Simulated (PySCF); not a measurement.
**Telling isomers of C7H10 apart by NMR**

Theoretical values (PySCF 2.14): PBE0/pcSseg-1 with gauge-including orbitals, couplings computed with B3LYP/pcJ-1 (spin–dipole term left out of most H,H and C,H couplings), PBE0-D3(BJ)/def2-SVP structure. A single conformation, no solvent model, non-relativistic Hamiltonian, equivalent nuclei averaged.

Chemical shifts δ = σref − σ; TMS for ¹H (σ = 31.27 ppm) and ¹³C (σ = 184.41 ppm), all at this level. Multiplet labels drop J under 1 Hz and among equivalent protons, and merge close values. Unscaled 3J(H,H) run several per cent high. Vicinal couplings that depend on rotamer populations or ring flexing (ring, CH–CH, X–H and H–F types) are those of the one conformer. Shifts are as computed. Against solution values, carbons near 30 ppm lie about +2 ppm off and those near 130 ppm about +5 ppm. Of 1211 compounds with measured shifts, 218 miss one by over three times the rms of a fit or turn the order of signals round; such compounds aren't used in these exercises.

(1) Tabulate the signals of `C#CC1(C)CCC1`, `C1=C[C@H]2CC[C@@H]1C2`, `C=C/C=C/C(=C)C` and their relative energies.

(2) What is the quickest way to tell C#CC1(C)CCC1 from C=C/C=C/C(=C)C?

(3) What is the quickest way to tell C#CC1(C)CCC1 from C1=C[C@H]2CC[C@@H]1C2?

(4) What is the quickest way to tell C1=C[C@H]2CC[C@@H]1C2 from C=C/C=C/C(=C)C?

Results:

(1) 
```json
{"SMILES": "C#CC1(C)CCC1", "carbon types": "2×C 1×CH 3×CH2 1×CH3", "δC": "95.1, 75.4, 36.7, 30.9, 27.5, 16.9", "δH": "2.32 (tdd, 2H), 2.15 (s, 1H), 1.89 (dtt, 1H), 1.72 (m, 2H), 1.68 (dtt, 1H), 1.36 (s, 3H)", "E rel. (kcal/mol)": "41.5"}
{"SMILES": "C1=C[C@H]2CC[C@@H]1C2", "carbon types": "4×CH 3×CH2", "δC": "145.6, 51.8, 44.6, 27.0", "δH": "6.27 (m, 2H), 2.64 (m, 2H), 1.61 (m, 2H), 1.27 (d of quint, 1H), 0.95 (dt, 1H), 0.91 (m, 2H)", "E rel. (kcal/mol)": "0.0"}
{"SMILES": "C=C/C=C/C(=C)C", "carbon types": "1×C 3×CH 2×CH2 1×CH3", "δC": "149.7, 145.7, 143.6, 136.7, 126.7, 125.4, 20.3", "δH": "6.48 (m, 1H), 6.33 (m, 1H), 6.17 (m, 1H), 5.49 (dq, 1H), 5.40 (dq, 1H), 5.36 (quint of d, 1H), 5.29 (d of quint, 1H), 1.89 (t, 3H)", "E rel. (kcal/mol)": "17.2"}
```

Energies are electronic energies at PBE0/pcSseg-1 on these geometries, without zero-point or thermal terms, each for the one conformer computed, which needn't be the lowest.

(2) Count the carbon signals: 6 against 7. The first has a terminal alkyne carbon (CH) at 75.4 ppm, the second an alkene CH at 145.7 ppm. Their most deshielded carbons lie at 95.1 and 149.7 ppm. In the proton spectra the most deshielded non-exchanging signals are 2.32 (tdd, J = 12.2, 10.5, 1.1 Hz, 2H) and 6.48 (m, 1H).

(3) Count the carbon signals: 6 against 4. The first has an alkyne carbon (C) at 95.1 ppm, the second an alkene CH at 145.6 ppm. In the proton spectra the most deshielded non-exchanging signals are 2.32 (tdd, J = 12.2, 10.5, 1.1 Hz, 2H) and 6.27 (m, 2H).

(4) Count the carbon signals: 4 against 7. The first has an sp3 CH2 in a ring at 51.8 ppm, the second a fully substituted alkene carbon (C) at 149.7 ppm. Their most deshielded carbons lie at 145.6 and 149.7 ppm.
